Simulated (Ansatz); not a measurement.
# Stack of 1T-PtSSe under 1T-SnSSe, upper layer turned by 180° in a perpendicular field

Wanted: the out-of-plane response of the stack of 1T-PtSSe under 1T-SnSSe, upper layer turned by 180°. A positive field points along +c.

Main program and level: Ansatz 0.2.0; plane-wave DFT, PBE-D3(BJ), Ansatz PAW.

Most raw output is cut from this account.

### 1. Starting point

The cell holds 6 atoms: 2 Se, 1 Pt, 2 S and 1 Sn. Its edges and angles: a = 3.723 Å, b = 3.722 Å, c = 45.420 Å, α = 90.0°, β = 90.0°, γ = 120.0°. Regions: layer 1: 1T-PtSSe, 3 atoms (1 Se, 1 Pt and 1 S); layer 2: 1T-SnSSe, 3 atoms (1 Se, 1 Sn and 1 S). Vacuum lies along c.

Structure file:

```cif
data_structure
_symmetry_space_group_name_H-M 'P 1'
_symmetry_Int_Tables_number 1
_cell_length_a 3.7225
_cell_length_b 3.7225
_cell_length_c 45.4203
_cell_angle_alpha 90.000
_cell_angle_beta 90.000
_cell_angle_gamma 120.000
_cell_volume 545.07
loop_
_atom_site_label
_atom_site_type_symbol
_atom_site_fract_x
_atom_site_fract_y
_atom_site_fract_z
_atom_site_occupancy
Se1 Se 0.66667 0.33333 0.42052 1
Pt2 Pt 0.00000 0.00000 0.44755 1
S3 S 0.33333 0.66667 0.46725 1
Se4 Se 0.66667 0.33333 0.53440 1
Sn5 Sn 0.33333 0.66667 0.55979 1
S6 S 0.00000 0.00000 0.57948 1
```

### 2. Relaxing the slab

The starting cell is a guess, so the in-plane lattice and the atoms are relaxed first, with the slab cut off from its images along the normal.

Input file input.yaml:

```yaml
crystal:
  lattice:
    - [3.7225, 0.0, 0.0]
    - [-1.86125, 3.2237795656, 0.0]
    - [0.0, 0.0, 45.4202786646]
  atoms:
    - { symbol: Se, position: [0.6666666667, 0.3333333333, 0.4205170149] }
    - { symbol: Pt, position: [0.0, 0.0, 0.4475529665] }
    - { symbol: S, position: [0.3333333333, 0.6666666667, 0.4672452101] }
    - { symbol: Se, position: [0.6666666667, 0.3333333333, 0.5343958329] }
    - { symbol: Sn, position: [0.3333333333, 0.6666666667, 0.5597907415] }
    - { symbol: S, position: [0.0, 0.0, 0.5794829851] }
  periodic: [true, true, false]
kpoints:
  mp_grid: { grid: [12, 12, 1] }
hamiltonian:
  xc: pbe
  dispersion: d3bj
scf:
  occupations: { method: fermi_dirac, width: 0.05 }
  convergence: { dr2_threshold: 1.0e-09 }
relax:
  f_tol: 0.004
  max_steps: 90
  cell: {}
output:
  write_potential: true
  write_density: true
  volumetric_format: npy
```

Command:

```bash
$ ansatz run input.yaml --threads 2 --pin off --max-ram 4096MiB --backend cpu --events-out ev --progress --plain --runs-dir out
```

Run time: 7.9 min. Hardware: 2 threads of AMD EPYC (Zen 3), shared host; peak memory 0.97 GiB.

Relaxation path:

| step | energy less that of the first step (eV) | largest force component (eV/Å) | volume (Å³) |
| --- | --- | --- | --- |
| 1 | 0.0000 | 6.0511 | 545.07 |
| 2 | -2.2429 | 3.8533 | 553.92 |
| 3 | -3.2592 | 1.6858 | 552.63 |
| 4 | -3.5132 | 0.1591 | 541.61 |
| 5 | -3.5323 | 0.0488 | 538.00 |
| 6 | -3.5344 | 0.0319 | 536.39 |
| 7 | -3.5346 | 0.0089 | 536.03 |
| 8 | -3.5346 | 0.0009 | 535.97 |
| 9* | -3.5341 | 0.0009 | 535.97 |

Relaxation steps marked * repeat the geometry before them on a plane-wave basis chosen anew for their cell, so energy and pressure can jump there.

Forces are held to the 6 operations that the run works with; a distortion that breaks them can't arise in this run.

| cell as run | before | after | change |
| --- | --- | --- | --- |
| a (Å) | 3.723 | 3.691 | -0.8 % |
| b (Å) | 3.722 | 3.691 | -0.8 % |

The atoms that moved most (Å, along periodic axes as changes of fractional coordinates times the final cell, across vacuum about the mean position):

| atom | dx | dy | dz | length |
| --- | --- | --- | --- | --- |
| S6 | 0.000 | 0.000 | 0.725 | 0.725 |
| Se4 | 0.000 | 0.000 | -0.344 | 0.344 |
| Se1 | 0.000 | 0.000 | -0.325 | 0.325 |
| Pt2 | 0.000 | 0.000 | -0.236 | 0.236 |
| Sn5 | 0.000 | 0.000 | 0.141 | 0.141 |
| S3 | 0.000 | 0.000 | 0.040 | 0.040 |

Final coordinates:

```cif
data_structure
_symmetry_space_group_name_H-M 'P 1'
_symmetry_Int_Tables_number 1
_cell_length_a 3.6913
_cell_length_b 3.6913
_cell_length_c 45.4203
_cell_angle_alpha 90.000
_cell_angle_beta 90.000
_cell_angle_gamma 120.000
_cell_volume 535.97
loop_
_atom_site_label
_atom_site_type_symbol
_atom_site_fract_x
_atom_site_fract_y
_atom_site_fract_z
_atom_site_occupancy
Se1 Se 0.66667 0.33333 0.41335 1
Pt2 Pt 0.00000 0.00000 0.44235 1
S3 S 0.33333 0.66667 0.46812 1
Se4 Se 0.66667 0.33333 0.52683 1
Sn5 Sn 0.33333 0.66667 0.56289 1
S6 S 0.00000 0.00000 0.59544 1
```

This step gave:

```yaml
energy_at_zero_smearing: -31293.4867 eV
```

The lattice constant a goes from 3.723 to 3.691 Å.

### 3. Atoms held, field 0, start network

A sawtooth potential applies the field, turning back in the middle of the vacuum. With the dipole correction the typed value is the field outside the slab. The induced dipole is small, so the SCF threshold is tight.

The cell differs from the one that the last finished run ended in (c 45.420 → 26.270 Å).

Input file input.yaml:

```yaml
crystal:
  lattice:
    - [3.6913129478, 0.0, 0.0]
    - [-1.8456564739, 3.1967707861, 0.0]
    - [0.0, 0.0, 26.2702384376]
  atoms:
    - { symbol: Se, position: [0.6666666667, 0.3333333333, 0.3425930077] }
    - { symbol: Pt, position: [0.0, 0.0, 0.3927243574] }
    - { symbol: S, position: [0.3333333333, 0.6666666667, 0.4372855581] }
    - { symbol: Se, position: [0.6666666667, 0.3333333333, 0.5387868076] }
    - { symbol: Sn, position: [0.3333333333, 0.6666666667, 0.6011401888] }
    - { symbol: S, position: [0.0, 0.0, 0.6574069923] }
kpoints:
  mp_grid: { grid: [12, 12, 1] }
  band_path:
    path: [[0, 0, 0], [0.5, 0, 0], [0.33333333, 0.33333333, 0], [0, 0, 0]]
    npoints: 16
hamiltonian:
  xc: pbe
  dispersion: d3bj
scf:
  occupations: { method: fermi_dirac, width: 0.02585 }
  convergence: { dr2_threshold: 1.0e-10 }
efield:
  axis: 3
  dipole_correction: true
  ramp_position: 0.97
  ramp_width: 0.06
  amplitude: 0
output:
  dos: { projected: true, e_range: [-6, 5] }
  write_potential: true
  write_density: true
  volumetric_format: npy
  elf: true
```

The job ended after 59 s (2 threads; peak memory 0.84 GiB; 1.9 min of CPU time).

Numbers from this step:

| Item | Value |
| --- | --- |
| dipole along the normal | -0.04382 e·Å |
| gap along the path | 0.5408 eV |
| smallest direct gap along the path | 1.271 eV |
| step between the vacuum levels | 0.6720 eV |
| ionisation energy, upper face | 5.878 eV |
| electron affinity, upper face | 5.337 eV |
| ionisation energy, lower face | 5.206 eV |
| gap, the smaller of path and mesh | 0.5408 eV |

Running mean over a fixed 2.8 Å (it still follows the layers) of the planar mean; the ramp of the sawtooth is left out. The electron's electrostatic potential energy less the Fermi level by z:

z (Å), electron's electrostatic potential energy less the Fermi level (eV) and a bar from the least value:
```
      3.5       4.93 #############################
      4.0       4.93 #############################
      4.5       4.93 #############################
      5.0       4.92 #############################
      5.5       4.92 #############################
      6.0       4.88 ############################
      6.5       4.71 ############################
      7.0       4.03 ###########################
      7.5       2.66 ########################
      8.0       1.00 ####################
      8.5      -1.35 ###############
      9.0      -4.43 #########
      9.5      -7.17 ###
     10.0      -8.45 #
     10.5      -8.74 
     11.0      -7.71 ##
     11.5      -5.14 ########
     12.0      -2.30 #############
     12.5      -0.68 #################
     13.0      -0.04 ##################
     13.5      -0.22 ##################
     14.0      -1.46 ###############
     14.5      -2.59 #############
     15.0      -3.37 ###########
     15.5      -3.93 ##########
     16.0      -4.30 #########
     16.5      -4.02 ##########
     17.0      -2.86 ############
     17.5      -1.56 ###############
     18.0       0.28 ###################
     18.5       2.31 #######################
     19.0       4.19 ###########################
     19.5       5.27 #############################
     20.0       5.53 ##############################
     20.5       5.58 ##############################
     21.0       5.60 ##############################
     21.5       5.60 ##############################
     22.0       5.60 ##############################
     22.5       5.60 ##############################
     23.0       5.60 ##############################
```

The density of states has structure finer than the step of the table below, so its rows give means over 0.25 eV, whole bins alone (the curve runs from -6 to 2.24 eV). Peaks (eV: height): -5.720: 15.8, -5.370: 12.7, -4.900: 13.5, -4.430: 16.2, -2.940: 13.7, 1.310: 13.9, 1.750: 13.7.

Density of states against energy, zero at the Fermi level of the run, which the smearing sets inside the gap; means over each step:

energy (eV), density of states (states/eV a cell) and a bar:
```
    -5.75        5.4 ######################
    -5.50        4.6 ###################
    -5.25        5.1 #####################
    -5.00        2.4 ##########
    -4.75        3.7 ###############
    -4.50        5.7 #######################
    -4.25        4.4 ##################
    -4.00        4.3 ##################
    -3.75        4.5 ##################
    -3.50        2.9 ############
    -3.25        5.0 ####################
    -3.00        7.4 ##############################
    -2.75        5.8 ########################
    -2.50        3.1 #############
    -2.25        5.0 #####################
    -2.00        6.3 ##########################
    -1.75        6.6 ###########################
    -1.50        4.4 ##################
    -1.25        5.9 ########################
    -1.00        5.4 ######################
    -0.75        2.6 ##########
    -0.50        1.9 ########
    -0.25        0.8 ###
     0.00        0.0 
     0.25        0.1 #
     0.50        0.8 ###
     0.75        1.8 #######
     1.00        4.6 ###################
     1.25        4.0 ################
     1.50        3.5 ##############
     1.75        7.0 ############################
     2.00        2.2 #########
```

Projected DOS per atom over height of the atomic layer and energy from the Fermi level. Layers: Se Pt S Se Sn S from below.

Ten even steps from '0' (0.00 states/eV) to '9' (3.09 states/eV), each cell a mean:
```
100000
434121
322111
222111
000000
000000
000000
101100
313402
323403
222405
343304
221102
292113
060324
030112
161111
373112
131111
110111
374111
283000
```
Columns: height of the atomic layer (Å) from 9 to 17.3 (not evenly spaced); rows upwards: energy from the Fermi level (eV) from -5.96 to 2.23.

Electronic bands along the path, in eV, zero at the Fermi level of the run, which the smearing sets inside the gap:

| point | band 35 | band 36 | band 37 | band 38 | band 39 | band 40 | band 41 | band 42 |
| --- | --- | --- | --- | --- | --- | --- | --- | --- |
| Γ | -1.02 | -0.86 | -0.58 | -0.58 | 1.54 | 2.25 | 2.25 | 2.89 |
| halfway | -1.34 | -1.30 | -0.82 | -0.64 | 0.84 | 1.43 | 1.84 | 3.85 |
| M | -2.63 | -2.36 | -1.26 | -1.13 | 0.26 | 1.71 | 2.01 | 3.50 |
| halfway | -2.14 | -1.89 | -1.69 | -1.21 | 0.93 | 1.31 | 1.76 | 4.46 |
| K | -1.95 | -1.77 | -1.60 | -1.58 | 0.76 | 1.49 | 1.59 | 4.47 |
| halfway | -1.59 | -1.44 | -1.37 | -0.52 | 1.04 | 1.30 | 1.77 | 4.37 |
| Γ | -1.02 | -0.86 | -0.58 | -0.58 | 1.54 | 2.25 | 2.25 | 2.89 |

ELF in the ca plane at fractional y = 0.000, with atoms of Pt and S within 0.2 Å of it. It is the smooth field of the valence electrons, not physical close to the nuclei.

Ten even steps from '0' (0.00) to '9' (0.83), each cell a mean:
```
00000000000000000001246787632000000000037962
00000000000000000012334665332100012221126999
00000000000000001234553333344200256653224789
00000000000000013567764323566411478875322345
00000000000000124788765213677521489986322221
00000000000000024677765223677521488886322232
00000000000000012456654333455310367764323577
00000000000000000123333454332100134432225899
00000000000000000001235776432000001100127986
00000000000000000001247888742000000000037840
```
Columns run along c (16.0 Å, from fractional 0.06 to 0.67 of the cell), rows up along a (3.7 Å). Atoms in or near the plane, at fractional coordinates: Pt at (0.39, 0.00), S at (0.66, 0.00).

Electrostatic potential energy in the ca plane at fractional y = 0.000, with atoms of Pt and S within 0.2 Å of it. With pseudopotentials it is smooth inside the atoms' cores, unlike the true potential.

Ten even steps from '0' (-39 eV) to '9' (6 eV), each cell a mean:
```
99999999999999999999970000279999999999998401
99999999999999999999984101589999999999998742
99999999999999999999988667899999999998888887
99999999999999999998888888888999998888777889
99999999999999999998778999888999988788767889
99999999999999999998888999888999988888767889
99999999999999999999888878889999998888878888
99999999999999999999986324789999999999888865
99999999999999999999972000389999999999998610
99999999999999999999960000179999999999998302
```
Columns run along c (16.0 Å, from fractional 0.06 to 0.67 of the cell; values clipped at the 3rd and 97th percentile), rows up along a (3.7 Å). Atoms in or near the plane, at fractional coordinates: Pt at (0.39, 0.00), S at (0.66, 0.00).

Valence density in the ca plane at fractional y = 0.000, with atoms of Pt and S within 0.2 Å of it. It is the smooth field of the valence electrons, not physical close to the nuclei.

Values in units of 1e0 e/Å³, 6 rows by 16 columns, each cell a mean:
```
0.0 0.0 0.0 0.0 0.0 0.0 0.6 6.5 2.0 0.1 0.0 0.1 0.1 0.4 0.9 0.6
0.0 0.0 0.0 0.0 0.0 0.1 0.3 0.9 0.4 0.1 0.1 0.2 0.2 0.3 0.5 0.2
0.0 0.0 0.0 0.0 0.0 0.1 0.3 0.2 0.3 0.2 0.1 0.4 0.4 0.3 0.1 0.0
0.0 0.0 0.0 0.0 0.0 0.1 0.3 0.3 0.3 0.2 0.1 0.3 0.3 0.3 0.2 0.1
0.0 0.0 0.0 0.0 0.0 0.1 0.3 2.0 0.7 0.1 0.0 0.1 0.1 0.3 0.7 0.3
0.0 0.0 0.0 0.0 0.0 0.0 0.8 8.5 2.7 0.1 0.0 0.0 0.1 0.4 0.8 0.7
```
Columns run along c (16.0 Å, from fractional 0.11 to 0.72 of the cell), rows up along a (3.7 Å). Atoms in or near the plane, at fractional coordinates: Pt at (0.39, 0.00), S at (0.66, 0.00).

The gap is 0.54 eV, with the valence edge 5.88 eV and the conduction edge 5.34 eV under the upper vacuum level. Spin-orbit coupling, left out in this run, matters for the bands of elements this heavy.

### 4. Single point, field 0.1 V/Å

input.yaml: that of step 3 with these lines changed.

```diff
@@ -26,7 +26,6 @@
   dipole_correction: true
-  ramp_position: 0.97
-  ramp_width: 0.06
-  amplitude: 0
+  ramp_position: 0.9524
+  ramp_width: 0.0895
+  amplitude: 0.1
 output:
-  dos: { projected: true, e_range: [-6, 5] }
   write_potential: true
@@ -34,2 +33 @@
   volumetric_format: npy
-  elf: true
```

It took 60 s on 2 threads; peak memory 0.73 GiB; 2 min of CPU time.

The dipole is 0.0202 e·Å, 0.0640 e·Å from its value without field, and the gap 0.579 eV.

### 5. Single point, field -0.1 V/Å

input.yaml: that of step 4 with these lines changed.

```diff
@@ -28,3 +28,3 @@
   ramp_width: 0.0895
-  amplitude: 0.1
+  amplitude: -0.1
 output:
```

Elapsed: 63 s, on 2 threads; peak memory 0.74 GiB; 2 min of CPU time.

The dipole is -0.108 e·Å, -0.0639 e·Å from its value without field, and the gap 0.501 eV.

### 6. Response, atoms held

This step: plane-wave DFT, PBE-D3(BJ), Ansatz PAW; response to a field along the normal, atoms held (Ansatz 0.2.0).

The dipoles give the slope, and the difference of two potentials shows where the field is screened.

Numbers from this step:

```yaml
equivalent_conductor_thickness_p_eps_0ae: 9.805 Å
distance_between_the_outer_atoms: 8.270 Å
```

The dipole of the cell by applied field:

| applied field (V/Å) | dipole of the cell (e·Å) |
| --- | --- |
| -0.1000 | -0.108 |
| 0.0000 | -0.0438 |
| 0.1000 | 0.0202 |

Local field over the applied field, running mean. From the potentials at -0.1 and 0.1 V/Å; running mean over 2.8 Å. Table of local field over applied field by z:

| z (Å) | local field over applied field |
| --- | --- |
| 4.5 | 0.997 |
| 5.0 | 0.993 |
| 5.5 | 0.980 |
| 6.0 | 0.950 |
| 6.5 | 0.884 |
| 7.0 | 0.770 |
| 7.5 | 0.621 |
| 8.0 | 0.458 |
| 8.5 | 0.297 |
| 9.0 | 0.161 |
| 9.5 | 0.0706 |
| 10.0 | 0.0314 |
| 10.5 | 0.0301 |
| 11.0 | 0.0605 |
| 11.5 | 0.107 |
| 12.0 | 0.145 |
| 12.5 | 0.162 |
| 13.0 | 0.159 |
| 13.5 | 0.134 |
| 14.0 | 0.100 |
| 14.5 | 0.0721 |
| 15.0 | 0.0539 |
| 15.5 | 0.0432 |
| 16.0 | 0.0533 |
| 16.5 | 0.0888 |
| 17.0 | 0.158 |
| 17.5 | 0.270 |
| 18.0 | 0.421 |
| 18.5 | 0.587 |
| 19.0 | 0.743 |
| 19.5 | 0.871 |
| 20.0 | 0.947 |
| 20.5 | 0.981 |
| 21.0 | 0.994 |
| 21.5 | 0.998 |
| 22.0 | 0.999 |

Electrons, planar mean, per unit field. Induced electron density against z:

| z (Å) | induced electron density (e/Å³ per V/Å) |
| --- | --- |
| 4.5 | 9.2e-6 |
| 5.0 | 2.7e-5 |
| 5.5 | 7.7e-5 |
| 6.0 | 2.1e-4 |
| 6.5 | 5.3e-4 |
| 7.0 | 0.00124 |
| 7.5 | 0.00251 |
| 8.0 | 0.00330 |
| 8.5 | 0.00177 |
| 9.0 | 0.00107 |
| 9.5 | 4.6e-4 |
| 10.0 | -1.0e-4 |
| 10.5 | -2.5e-4 |
| 11.0 | -2.4e-4 |
| 11.5 | -8.1e-4 |
| 12.0 | -0.00107 |
| 12.5 | -6.8e-4 |
| 13.0 | 8.2e-4 |
| 13.5 | 0.00112 |
| 14.0 | 7.9e-4 |
| 14.5 | 5.1e-4 |
| 15.0 | -8.4e-4 |
| 15.5 | -5.7e-4 |
| 16.0 | 4.7e-4 |
| 16.5 | 6.5e-4 |
| 17.0 | -9.1e-4 |
| 17.5 | -0.00139 |
| 18.0 | -0.00328 |
| 18.5 | -0.00300 |
| 19.0 | -0.00148 |
| 19.5 | -5.8e-4 |
| 20.0 | -2.0e-4 |
| 20.5 | -6.7e-5 |
| 21.0 | -2.1e-5 |
| 21.5 | -6.1e-6 |
| 22.0 | -1.8e-6 |

The smaller of the gaps on the path and on the k-mesh, counted as 0 under 0.03 eV. Gap against applied field:

| applied field (V/Å) | gap (eV) |
| --- | --- |
| -0.1000 | 0.501 |
| 0.0000 | 0.541 |
| 0.1000 | 0.579 |

By hand: between -0.1 and 0.1 V/Å the dipole changes by 0.1279 e·Å, a slope of 0.6394 e·Å²/V. A perfect conductor of thickness t has p = ε₀AEt, so t = 180.95 × 0.6394 / 11.800 = 9.81 Å (e/ε₀ = 180.95 V·Å, A in Å²).

The induced dipole is that of a conductor 9.81 Å thick.

### 7. Results

| Item | Value |
| --- | --- |
| gap without field | 0.541 eV |
| ionisation energy, upper face | 5.88 eV |
| electron affinity, upper face | 5.34 eV |
| step between the vacuum levels | 0.672 eV |
| equivalent conductor thickness, atoms held | 9.81 Å |

**Reading.** The induced dipole equals that of a perfect conductor 9.81 Å thick, while the outer atoms lie 8.27 Å apart; an out-of-plane ε follows only once a thickness t is chosen, by 1 − 1/ε = 9.81 Å / t. The two faces differ: the vacuum level above lies 0.67 eV higher than the one below. The gap goes from 0.54 eV to 0.50 eV at -0.1 V/Å. Semilocal functionals give gaps that are too small, and excitons are not included. Spin-orbit coupling is left out, which matters for the bands of elements this heavy.

[Logs are printed without paths, hosts, clocks, repeated set-up lines and the standing remarks that a program may print on its own settings, such as how far it seeks lower states.]

[Hosts, paths, dates, database ids (printed as entryN), source tags and the programs' standing remarks are cut or masked in the printed files.]

[Maps of the electrostatic potential energy from Ansatz leave out the sawtooth potential of an applied field or a dipole correction, so their vacuum need not be flat; planar profiles and work functions include it.]

[The density of states shown here was stored with 400 of the rows of the run's finer table, so its peaks can read low, often by over a quarter, or be missed, and its means over a window can be off by a tenth or more.]
